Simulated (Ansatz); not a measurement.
Runs of Ansatz 0.2.0 on Ti. Symmetry: P6/mmm, No. 191, hexagonal system. The conventional cell has a = 4.567 Å, b = 4.567 Å, c = 2.826 Å, α = 90.00°, β = 90.00°, γ = 120.00°. Ti (site symmetry -6m2) is surrounded by 11 Ti at 2.64 to 2.99 Å. Ti (site symmetry 6/mmm) is surrounded by 14 Ti at 2.83 to 2.99 Å. This isn't the form of Ti at room conditions, which is hcp.

```tsv
level	gap on the mesh (eV)	pressure (GPa)	relaxed volume (Å³/atom)
PBE	none	0.0	(a)
PBE+D3(BJ)	none	0.0	16.24
PBE+D4	none	0.0	16.86
PBE+D3(BJ)-ATM	none	0.0	16.41
```

Alike in all rows: task relaxation of cell and atoms; potentials or basis Ansatz PAW; no spin polarisation; cell relaxed; k mesh 7 × 7 × 9; cutoff (eV) 420; smearing fermi-dirac 0.05 eV.

Q: Fill in the values left out.

A: (a) 17.14.

Caveats: the plane-wave basis is chosen anew once the cell has moved, so the energies of steps on either side of that aren't comparable; pairwise dispersion overbinds metals, which lowers pressure and volume (some runs).

A gap of «none» marks a metal or a gap under the smearing width.
